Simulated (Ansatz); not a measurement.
CuAu3:

```
CELL_PARAMETERS angstrom
3.98000 0.00000 0.00000
0.00000 3.98000 0.00000
0.00000 0.00000 3.98000
ATOMIC_POSITIONS crystal
Au 0.50000 0.50000 0.00000
Au 0.50000 0.00000 0.50000
Au 0.00000 0.50000 0.50000
Cu 0.00000 0.00000 0.00000
```

```yaml
Program: Ansatz 0.2.0
Task: relaxation of cell and atoms
Functional: PBEsol
Dispersion: D4
Potentials_or_basis: Ansatz PAW
Cutoff: "420 eV (not typed: the program's choice for these potentials)"
k_mesh: 7 × 7 × 7
Occupations: fermi-dirac, width 0.05 eV
Spin: no spin polarisation
```

At the start: volume 15.76 Å³/atom.

**Question.** How do energy, volume and symmetry change on relaxing?

**Answer.** It ends after 4 steps and the volume is 15.38 Å³/atom (-2.4 %); space group Pm-3m (No. 221, to 0.05 Å).

Step by step:
```
step  energy change (eV)  largest force (eV/Å)  volume (Å³)
   1              0.0000                0.0000        63.04
   2             -0.0216                0.0000        61.63
   3             -0.0217                0.0000        61.51
   4             -0.0211                0.0000        61.51
```

Final structure:
```
CELL_PARAMETERS angstrom
3.94740 0.00000 0.00000
0.00000 3.94740 0.00000
0.00000 0.00000 3.94740
ATOMIC_POSITIONS crystal
Au 0.50000 0.50000 0.00000
Au 0.50000 0.00000 0.50000
Au 0.00000 0.50000 0.50000
Cu 0.00000 0.00000 0.00000
```

Caveat: the plane-wave basis is chosen anew once the cell has moved, so the energies of steps on either side of that aren't comparable; pairwise dispersion overbinds metals, which lowers pressure and volume; the PAW data sets come from PBE, with cores solved anew for the run's functional, which leaves a small shift of forces and pressure.
